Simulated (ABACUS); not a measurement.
# Sb: equation of state with PBEsol

Sb:

```
CELL_PARAMETERS angstrom
2.15420 1.24373 3.75800
-2.15420 1.24373 3.75800
0.00000 -2.48746 3.75800
ATOMIC_POSITIONS crystal
Sb 0.76651 0.76651 0.76651
Sb 0.23349 0.23349 0.23349
```

* Program: ABACUS 3.10.1
* Task: equation of state
* Functional: PBEsol
* Potentials or basis: PseudoDojo NC SR 0.4.1 PBEsol standard
* Cutoff: 1102 eV
* Density cutoff: 4408 eV
* Basis: plane waves
* k mesh: 6 × 6 × 6
* Occupations: fermi-dirac, width 0.05 eV
* Spin: no spin polarisation

- Equilibrium volume: 30.27 Å³/atom
- Bulk modulus at fixed shape and positions: 57 GPa
- Pressure derivative of the bulk modulus: 4.1

Energy against volume, from the lowest point:
```
volume (Å³/atom)  energy (meV/atom)
          28.393              23.12
          28.998              10.26
          29.602               2.73
          30.206               0.00
          30.810               1.61
          31.414               7.16
          32.018              16.27
```

All runs of the series together: 60 s on 4 threads of AMD EPYC 9R14 (Zen 4), with other jobs on the host.

Caveat: the cell was scaled at fixed shape and fractional positions, which overstates the stiffness of a crystal with free parameters, most of all of layers and chains. The run has no spin-orbit coupling, so splittings on Sb are missing.
